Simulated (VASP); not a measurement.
# CoSi (P2_13) in VASP: single point with PBE

Aim: the single point of CoSi with PBE.

Program: VASP 6.6.1. These are calculated values, not measurements. Logs are shortened: lines on timing, memory, paths and dates and some standing lists are left out, and cuts for length are marked.

## (1) The structure

It takes space group P2_13 (No. 198, cubic). Conventional cell: a = 4.430 Å, b = 4.430 Å, c = 4.430 Å, α = 90.00°, β = 90.00°, γ = 90.00°. Co (site symmetry 3) is surrounded by 7 Si at 2.32 to 2.43 Å. Si (site symmetry 3) is surrounded by 7 Co at 2.32 to 2.43 Å.

The cell was built by a generator and needn't be a form met in nature.

## (2) Single point, PBE

INCAR

```
PREC = Normal
ENCUT = 520
EDIFF = 1E-5
ISMEAR = 0
SIGMA = 0.15
LREAL = Auto
LASPH = T
NELM = 80
ALGO = Fast
ISIF = 2
LWAVE = F
LCHARG = F
GGA = PE
```

KPOINTS

```
Automatic mesh
0
Gamma
  5 5 5
```

POSCAR

```
CoSi
1.0
    4.4299500000      0.0000000000      0.0000000000
    0.0000000000      4.4299500000      0.0000000000
    0.0000000000      0.0000000000      4.4299500000
Co Si
4 4
Direct
    0.1450510000      0.1450510000      0.1450510000
    0.6450510000      0.3549490000      0.8549490000
    0.8549490000      0.6450510000      0.3549490000
    0.3549490000      0.8549490000      0.6450510000
    0.8432420000      0.8432420000      0.8432420000
    0.3432420000      0.6567580000      0.1567580000
    0.1567580000      0.3432420000      0.6567580000
    0.6567580000      0.1567580000      0.3432420000
```

Potentials or basis: VASP PAW PBE potentials, release 64 (Co, Si).

The run is started by

```sh
cat potpaw_PBE.64/Co/POTCAR potpaw_PBE.64/Si/POTCAR > POTCAR
mpirun -np 1 vasp_std > vasp.out
```

OUTCAR:

```text
PREC = Normal
   ENCUT = 520
   EDIFF = 1E-5
   ISMEAR = 0
   LREAL = Auto
   LASPH = T
   NELM = 80
   ISIF = 2
   GGA = PE

 ion  position               nearest neighbor table
   1  0.145  0.145  0.145-   5 2.32   6 2.34   7 2.34   8 2.34   6 2.43   7 2.43   8 2.43   3 2.72
                             4 2.72   2 2.72   4 2.72   3 2.72   2 2.72
   2  0.645  0.355  0.855-   6 2.32   8 2.34   7 2.34   5 2.34   5 2.43   8 2.43   7 2.43   1 2.72
                             3 2.72   3 2.72   4 2.72   4 2.72   1 2.72
   3  0.855  0.645  0.355-   7 2.32   6 2.34   8 2.34   5 2.34   5 2.43   6 2.43   8 2.43   1 2.72
                             2 2.72   2 2.72   1 2.72   4 2.72   4 2.72
   4  0.355  0.855  0.645-   8 2.32   7 2.34   6 2.34   5 2.34   5 2.43   7 2.43   6 2.43   1 2.72
                             1 2.72   2 2.72   2 2.72   3 2.72   3 2.72
   5  0.843  0.843  0.843-   1 2.32   2 2.34   3 2.34   4 2.34   2 2.43   3 2.43   4 2.43   6 2.74
                             7 2.74   8 2.74   8 2.74   7 2.74   6 2.74
   6  0.343  0.657  0.157-   2 2.32   3 2.34   4 2.34   1 2.34   1 2.43   3 2.43   4 2.43   7 2.74
                             8 2.74   5 2.74   8 2.74   7 2.74   5 2.74
   7  0.157  0.343  0.657-   3 2.32   4 2.34   2 2.34   1 2.34   1 2.43   4 2.43   2 2.43   6 2.74
                             8 2.74   5 2.74   8 2.74   6 2.74   5 2.74
   8  0.657  0.157  0.343-   4 2.32   2 2.34   3 2.34   1 2.34   1 2.43   2 2.43   3 2.43   6 2.74
                             7 2.74   5 2.74   6 2.74   7 2.74   5 2.74

  LATTYP: Found a simple cubic cell.
 ALAT       =     4.4299500000

  Lattice vectors:

 A1 = (   4.4299500000,   0.0000000000,   0.0000000000)
 A2 = (   0.0000000000,   4.4299500000,   0.0000000000)
 A3 = (   0.0000000000,   0.0000000000,   4.4299500000)

Analysis of symmetry for initial positions (statically):
=====================================================================
 Subroutine PRICEL returns:
 Original cell was already a primitive cell.

 Routine SETGRP: Setting up the symmetry group for a
 simple cubic supercell.

 Subroutine GETGRP returns: Found 12 space group operations
 (whereof  3 operations were pure point group operations)
 out of a pool of 48 trial point group operations.

The static configuration has the point symmetry C_3 .
 The point group associated with its full space group is T   .

Analysis of symmetry for dynamics (positions and initial velocities):
=====================================================================
 Subroutine PRICEL returns:
 Original cell was already a primitive cell.

 Routine SETGRP: Setting up the symmetry group for a
 simple cubic supercell.

 Subroutine GETGRP returns: Found 12 space group operations
 (whereof  3 operations were pure point group operations)
 out of a pool of 48 trial point group operations.

The dynamic configuration has the point symmetry C_3 .
 The point group associated with its full space group is T   .

 Subroutine INISYM returns: Found 12 space group operations
 (whereof  3 operations are pure point group operations),
 and found     1 'primitive' translations

----------------------------------------------------------------------------------------

                                     Primitive cell

  volume of cell :      86.9354

  direct lattice vectors                    reciprocal lattice vectors
     4.429950000  0.000000000  0.000000000     0.225736182  0.000000000  0.000000000
     0.000000000  4.429950000  0.000000000     0.000000000  0.225736182  0.000000000
     0.000000000  0.000000000  4.429950000     0.000000000  0.000000000  0.225736182

  length of vectors
     4.429950000  4.429950000  4.429950000     0.225736182  0.225736182  0.225736182

  position of ions in fractional coordinates (direct lattice)
     0.145051000  0.145051000  0.145051000
     0.645051000  0.354949000  0.854949000
     0.854949000  0.645051000  0.354949000
     0.354949000  0.854949000  0.645051000
     0.843242000  0.843242000  0.843242000
     0.343242000  0.656758000  0.156758000
     0.156758000  0.343242000  0.656758000
     0.656758000  0.156758000  0.343242000

  ion indices of the primitive-cell ions
   primitive index   ion index
                 1           1
                 2           2
                 3           3
                 4           4
                 5           5
                 6           6
                 7           7
                 8           8

----------------------------------------------------------------------------------------

 KPOINTS: Automatic mesh

Automatic generation of k-mesh.
 Grid dimensions read from file:
 generate k-points for:    5    5    5

 Generating k-lattice:

  Cartesian coordinates                     Fractional coordinates (reciprocal lattice)
     0.045147236  0.000000000  0.000000000     0.200000000  0.000000000  0.000000000
     0.000000000  0.045147236  0.000000000     0.000000000  0.200000000  0.000000000
     0.000000000  0.000000000  0.045147236     0.000000000  0.000000000  0.200000000

  Length of vectors
     0.045147236  0.045147236  0.045147236

  Shift w.r.t. Gamma in fractional coordinates (k-lattice)
     0.000000000  0.000000000  0.000000000

 Subroutine IBZKPT returns following result:
 ===========================================

 Found     11 irreducible k-points:

 Following reciprocal coordinates:
            Coordinates               Weight
  0.000000  0.000000  0.000000      1.000000
  0.200000  0.000000  0.000000      6.000000
  0.400000  0.000000  0.000000      6.000000
  0.200000  0.200000  0.000000     12.000000
  0.400000  0.200000  0.000000     12.000000
 -0.200000  0.400000  0.000000     12.000000
  0.400000  0.400000  0.000000     12.000000
  0.200000  0.200000  0.200000      8.000000
  0.400000  0.200000  0.200000     24.000000
  0.400000  0.400000  0.200000     24.000000
  0.400000  0.400000  0.400000      8.000000
   k-points           NKPTS =     11   k-points in BZ     NKDIM =     11   number of bands    NBANDS=     31
   number of dos      NEDOS =    301   number of ions     NIONS =      8
   total plane-waves  NPLWV =  21952
   dimension x,y,z NGX =    28 NGY =   28 NGZ =   28
   dimension x,y,z NGXF=    56 NGYF=   56 NGZF=   56
   ions per type =               4   4
   NGX,Y,Z   is equivalent  to a cutoff of  10.51, 10.51, 10.51 a.u.
   NGXF,Y,Z  is equivalent  to a cutoff of  21.02, 21.02, 21.02 a.u.
 SYSTEM =  unknown system
   PREC   = normal    normal or accurate (medium, high low for compatibility)
   ISTART =      0    job   : 0-new  1-cont  2-samecut
   ICHARG =      2    charge: 1-file 2-atom 10-const
   ISPIN  =      1    spin polarized calculation?
   LNONCOLLINEAR =      F non collinear calculations
   LSORBIT =      F    spin-orbit coupling
   LASPH  =      T    aspherical Exc in radial PAW
   ENCUT  =  520.0 eV  38.22 Ry    6.18 a.u.   8.24  8.24  8.24*2*pi/ulx,y,z
   NELM   =     80;   NELMIN=  2; NELMDL= -5     # of ELM steps
   EDIFF  = 0.1E-04   stopping-criterion for ELM
   LREAL  =      T    real-space projection
   EDIFFG = 0.1E-03   stopping-criterion for IOM
   NSW    =      0    number of steps for IOM
   IBRION =     -1    ionic relax: 0-MD 1-quasi-New 2-CG
   NFREE  =      0    steps in history (QN), initial steepest desc. (CG)
   ISIF   =      2    stress and relaxation
   ISYM   =      2    0-nonsym 1-usesym 2-fastsym
   POTIM  = 0.5000    time-step for ionic-motion
   TEBEG  =    0.0;   TEEND  =   0.0 temperature during run
   PSTRESS=    0.0 pullay stress
   NELECT =      52.0000    total number of electrons
   NUPDOWN=      -1.0000    fix difference up-down
   EMIN   =  10.00;   EMAX   =-10.00  energy-range for DOS
   EFERMI =   0.00;   METHOD = LEGACY
   ISMEAR =     0;   SIGMA  =   0.15  broadening in eV -4-tet -1-fermi 0-gaus
   EFERMI_NEDOS =   21; number of points for ismear=-14 and -15
   IALGO  =     68    algorithm
   IMIX   =      4    mixing-type and parameters
     AMIX     =   0.40;   BMIX     =  1.00
     AMIX_MAG =   1.60;   BMIX_MAG =  1.00
  volume/ion in A,a.u.               =      10.87        73.33
  Fermi-wavevector in a.u.,A,eV,Ry     =   1.379358  2.606609 25.886847  1.902630
  Thomas-Fermi vector in A             =   2.504335
   LORBIT       =      0    0 simple, 1 ext, 2 COOP (PROOUT), +10 PAW based schemes
   GGA     = PE    functional components
   LHFCALC =     F    Hartree Fock is set to
   AEXX    =    0.0000 exact exchange contribution
   IVDW    =     0    specifies the selected vdW correction
   LEPSILON=     F    determine dielectric tensor
   LRPA    =     F    only Hartree local field effects (RPA)
 non-spin polarized calculation
 RMM-DIIS sequential band-by-band and
 Gauss-broadening in eV      SIGMA  =   0.15
  energy-cutoff  :      520.00
  volume of cell :       86.94
 maximum number of plane-waves:      2356
   NGX = 17   NGY = 17   NGZ = 17

 number of electron      52.0000068 magnetization

 Free energy of the ion-electron system (eV)
  ---------------------------------------------------
  ext. energy  EPLUGINS =         0.00000000
  ---------------------------------------------------
  free energy    TOTEN  =       -54.75575815 eV

  energy without entropy =      -54.73471934  energy(sigma->0) =      -54.74523875

 E-fermi :  12.1505     XC(G=0): -12.8701

 val. band max:       12.1081527472   @ k =   0.0000   0.0000   0.0000
 cond. band min:      12.1732445998   @ k =   0.4000   0.4000   0.4000
 fundamental gap:      0.0650918527
 Fermi energy:        12.1504677210

 k-point     1 :       0.0000    0.0000    0.0000
  band No.  band energies     occupation
      1      -1.5604      2.00000
      2       3.9357      2.00000
      3       3.9357      2.00000
      4       3.9357      2.00000
      5       6.6373      2.00000
      6       6.6373      2.00000
[... 23 lines left out ...]
     30      14.6199      0.00000
     31      15.0289      0.00000
[... 309 lines left out ...]
      1       1.6514      2.00000
      2       2.2684      2.00000
      3       2.8814      2.00000
      4       3.3851      2.00000
      5       4.7255      2.00000
      6       5.2040      2.00000
[... 23 lines left out ...]
     30      16.5704      0.00000
     31      16.6933      0.00000

------------------------ aborting loop because EDIFF is reached ----------------------------------------

  FORCE on cell =-STRESS in cart. coord.  units (eV):
  Direction    XX          YY          ZZ          XY          YZ          ZX
  --------------------------------------------------------------------------------------
  -------------------------------------------------------------------------------------
  Total        0.0167055      0.0167055      0.0167055      0.0000000      0.0000000      0.0000000
  in kB        0.3078736      0.3078736      0.3078736      0.0000000      0.0000000      0.0000000
  external PRESSURE =       0.3078736 kB  Pullay stress =       0.0000000 kB

 VOLUME and BASIS-vectors are now :
 -----------------------------------------------------------------------------
  energy-cutoff  :      520.00
  volume of cell :       86.94
      direct lattice vectors                 reciprocal lattice vectors
     4.429950000  0.000000000  0.000000000     0.225736182  0.000000000  0.000000000
     0.000000000  4.429950000  0.000000000     0.000000000  0.225736182  0.000000000
     0.000000000  0.000000000  4.429950000     0.000000000  0.000000000  0.225736182

 POSITION                                       TOTAL-FORCE (eV/Angst)
 -----------------------------------------------------------------------------------
      0.64257      0.64257      0.64257        -0.001037     -0.001037     -0.001037
      2.85754      1.57241      3.78738        -0.001037      0.001037      0.001037
      3.78738      2.85754      1.57241         0.001037     -0.001037      0.001037
      1.57241      3.78738      2.85754         0.001037      0.001037     -0.001037
      3.73552      3.73552      3.73552         0.008518      0.008518      0.008518
      1.52054      2.90941      0.69443         0.008518     -0.008518     -0.008518
      0.69443      1.52054      2.90941        -0.008518      0.008518     -0.008518
      2.90941      0.69443      1.52054        -0.008518     -0.008518      0.008518
 -----------------------------------------------------------------------------------
    total drift:                                0.000001      0.000001     -0.000000

  FREE ENERGIE OF THE ION-ELECTRON SYSTEM (eV)
  ---------------------------------------------------
  free  energy   TOTEN  =       -54.7557581474 eV

  energy  without entropy=      -54.7347193439  energy(sigma->0) =      -54.74523875
```

Wall time 13 s (1 thread of Intel Xeon 6975P-C (Granite Rapids), shared host); peak memory 0.16 GiB.

Results:

```yaml
Free_energy: -54.7558 eV
Pressure: 0.0 GPa
Largest_force: 0.015 eV/Å
Band_gap_on_the_k_mesh: none (metal or under the smearing width)
```

Forces on the atoms (eV/Å):
```
Co  -0.001 -0.001 -0.001
Co  -0.001  0.001  0.001
Co   0.001 -0.001  0.001
Co   0.001  0.001 -0.001
Si   0.009  0.009  0.009
Si   0.009 -0.009 -0.009
Si  -0.009  0.009 -0.009
Si  -0.009 -0.009  0.009
```

Spin polarisation is off, so any magnetic state and its effect on volume and gap are missing.
